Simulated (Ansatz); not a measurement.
# Relaxing AlAs3

Level of theory: DFT r2SCAN, scalar-relativistic, plane waves, PAW in Ansatz 0.2.0. Cutoff 500 eV, Γ-centred k mesh, Gaussian smearing, no spin polarisation in the final step.

AlAs3 was placed on the A15 structure type (Pm-3n, No. 223), with Al in place of Si, As in place of Cr, at a guessed volume.

```xyz
8
Lattice="5.4345 0.0000 0.0000 0.0000 5.4345 0.0000 0.0000 0.0000 5.4345" Properties=species:S:1:pos:R:3 pbc="T T T"
Al    0.0000    0.0000    0.0000
Al    2.7172    2.7172    2.7172
As    0.0000    2.7172    1.3586
As    0.0000    2.7172    4.0759
As    1.3586    0.0000    2.7172
As    4.0759    0.0000    2.7172
As    2.7172    4.0759    0.0000
As    2.7172    1.3586    0.0000
```

Cell and atoms relax at zero pressure; the relaxation can't lower the symmetry of the start. After a coarse first stage the cell is made exact in the group found at 0.06 Å.

Energies over the elements count from the elements' standard structures at the same level, with no empirical corrections.

**Question.** Which crystal results?

**Answer.** It keeps Pm-3n (No. 223). The result has the A15 structure. Conventional cell: a = 5.285 Å. Around Al lie 12 As at 2.95 Å; around As lie 2 As at 2.64 Å, 4 Al at 2.95 Å and 8 As at 3.24 Å.

```xyz
8
Lattice="5.2848 0.0000 0.0000 0.0000 5.2848 0.0000 0.0000 0.0000 5.2848" Properties=species:S:1:pos:R:3 pbc="T T T"
Al    0.0000    0.0000    0.0000
Al    2.6424    2.6424    2.6424
As    0.0000    2.6424    1.3212
As    0.0000    2.6424    3.9636
As    1.3212    0.0000    2.6424
As    3.9636    0.0000    2.6424
As    2.6424    3.9636    0.0000
As    2.6424    1.3212    0.0000
```

**Question.** What are its volume, energy, density and gap?

**Answer.** The volume per atom is 18.45 Å³. The density is 5.66 g/cm³ and the energy over the elements is 0.55 eV/atom. The gap on the 8×8×8 mesh is 0 eV (a metal).

The final run used a 8×8×8 mesh on its 8-atom cell and 0.10 eV smearing. For metals, differences of a few meV/atom aren't resolved. A structure relaxed within its symmetry needn't be a true minimum. The steps took of the order of 4 core-minutes in all.